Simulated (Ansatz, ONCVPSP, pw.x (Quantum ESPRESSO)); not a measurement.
**What a changed setting does to a pw.x run (fcc W)**

Potential: optimised norm-conserving Vanderbilt (ONCV), ONCVPSP 4.0.1.1 (patched build), PBE; core [Kr] 4d10 4f14, reference 5s2 5p6 5d4 6s1.5 6p0.5; waves: 5s+6s: rc 2.05 bohr, ncon 4, nbas 8, qcut 7.7 1/bohr, 2 projectors; 5p+6p: rc 2.05 bohr, ncon 4, nbas 8, qcut 7.7 1/bohr, 2 projectors; 5d: rc 1.90 bohr, ncon 4, nbas 8, qcut 5 1/bohr, 2 projectors, debl 0.7 Ha; local part: polynomial inside 1.30 bohr (lpopt 4, dvloc0 0 Ha); core correction: Teter function, fcfact 4.25, rcfact 1.45.

The reference run (k-mesh 14³, cutoffs 125/500 Ry, Fermi–Dirac 0.01 Ry, mixing_beta 0.4, conv_thr 1e-9, no spin) gives -2.86 GPa at 16.478 Å³/atom, where all-electron LAPW gives -0.06 GPa. This run, with its own iteration cap, changes nspin = 2 with starting_magnetization to 0.2.

```
&control
  calculation='scf', prefix='x', pseudo_dir='./', outdir='./tmp', tstress=.true., disk_io='none'
/
&system
  ibrav=0, nat=1, ntyp=1, ecutwfc=125, ecutrho=500, nbnd=15,
  occupations='smearing', smearing='fd', degauss=0.01, nspin=2, starting_magnetization(1)=0.2
/
&electrons
  conv_thr=1e-09, mixing_beta=0.4, electron_maxstep=50
/
ATOMIC_SPECIES
W 1.0 W.UPF
CELL_PARAMETERS angstrom
  0.00000000 2.01972156 2.01972156
  2.01972156 0.00000000 2.01972156
  2.01972156 2.01972156 0.00000000
ATOMIC_POSITIONS crystal
W 0.0000 0.0000 0.0000
K_POINTS automatic
14 14 14 0 0 0
```

```bash
pw.x < W.scf.in > W.scf.out
```

Problem. How does the run end?

Solution. It converges in 9 iterations; the free energy moves by +0.0 meV/atom and the pressure by +0.00 GPa. The result is that of the reference run.

```
Message from routine setup:
     using ibrav=0 with symmetry is DISCOURAGED, use correct ibrav instead
     lattice parameter (alat)  =       5.3977  a.u.
     unit-cell volume          =     111.1991 (a.u.)^3
     number of electrons       =        14.00
     number of Kohn-Sham states=           15
     kinetic-energy cutoff     =     125.0000  Ry
     charge density cutoff     =     500.0000  Ry
     scf convergence threshold =      1.0E-09
     Exchange-correlation= PBE
     atomic species   magnetization
     number of k points=   104  Fermi-Dirac smearing, width (Ry)=  0.0100
     iteration #  1     ecut=   125.00 Ry     beta= 0.40
     total energy              =    -151.69877569 Ry
     estimated scf accuracy    <       0.10478044 Ry
     total magnetization       =     0.69 Bohr mag/cell
     absolute magnetization    =     0.69 Bohr mag/cell
     iteration #  2     ecut=   125.00 Ry     beta= 0.40
     total energy              =    -151.71925343 Ry
     estimated scf accuracy    <       0.02855072 Ry
     total magnetization       =     0.54 Bohr mag/cell
     absolute magnetization    =     0.54 Bohr mag/cell
     iteration #  3     ecut=   125.00 Ry     beta= 0.40
     total energy              =    -151.72639335 Ry
     estimated scf accuracy    <       0.00313388 Ry
     total magnetization       =     0.30 Bohr mag/cell
     absolute magnetization    =     0.30 Bohr mag/cell
     [... 3 iterations left out ...]
     iteration #  7     ecut=   125.00 Ry     beta= 0.40
     total energy              =    -151.72840482 Ry
     estimated scf accuracy    <       0.00000008 Ry
     total magnetization       =     0.00 Bohr mag/cell
     absolute magnetization    =     0.00 Bohr mag/cell
     iteration #  8     ecut=   125.00 Ry     beta= 0.40
     total energy              =    -151.72840500 Ry
     estimated scf accuracy    <          2.9E-09 Ry
     total magnetization       =     0.00 Bohr mag/cell
     absolute magnetization    =     0.00 Bohr mag/cell
     iteration #  9     ecut=   125.00 Ry     beta= 0.40
     the Fermi energy is    20.9351 ev
!    total energy              =    -151.72840501 Ry
     estimated scf accuracy    <          3.8E-10 Ry
     smearing contrib. (-TS)   =      -0.00527711 Ry
     The total energy is F=E-TS. E is the sum of the following terms:
     one-electron contribution =     -18.92324933 Ry
     hartree contribution      =      17.44121677 Ry
     xc contribution           =     -32.51791601 Ry
     ewald contribution        =    -117.72317934 Ry
     total magnetization       =     0.00 Bohr mag/cell
     absolute magnetization    =     0.00 Bohr mag/cell
     convergence has been achieved in   9 iterations
          total   stress  (Ry/bohr**3)                   (kbar)     P=      -28.66
     Message from routine punch:
     Nothing written, as per user request (disk_io='none')
```

The run took about 3.4 min on one core of a shared host (Neoverse-N1, 64 threads, 124 GiB, load 54).
